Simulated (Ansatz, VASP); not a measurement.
## Sc: VASP beside Ansatz

```
Sc
1.0
     0.00000    2.27050    2.27050
     2.27050    0.00000    2.27050
     2.27050    2.27050    0.00000
Sc
1
Direct
  0.00000 0.00000 0.00000
```

Alike in both runs: task single point; functional PBE; k mesh 12 × 12 × 12; occupations methfessel-paxton of order 1, width 0.2 eV; no spin polarisation.

|  | VASP | Ansatz |
| --- | --- | --- |
| version | VASP 6.6.1 | Ansatz 0.2.0 |
| potentials or method | VASP PAW PBE potentials, release 64 (Sc_sv), cutoff 520 eV | all-electron LAPW, scalar-relativistic |

|  | VASP | Ansatz | Ansatz less VASP |
| --- | --- | --- | --- |
| pressure (GPa) | 2.9 | 2.9 | -0.03 |

Ansatz ran all-electron here, so the differences hold the error of VASP's frozen core and of both bases.
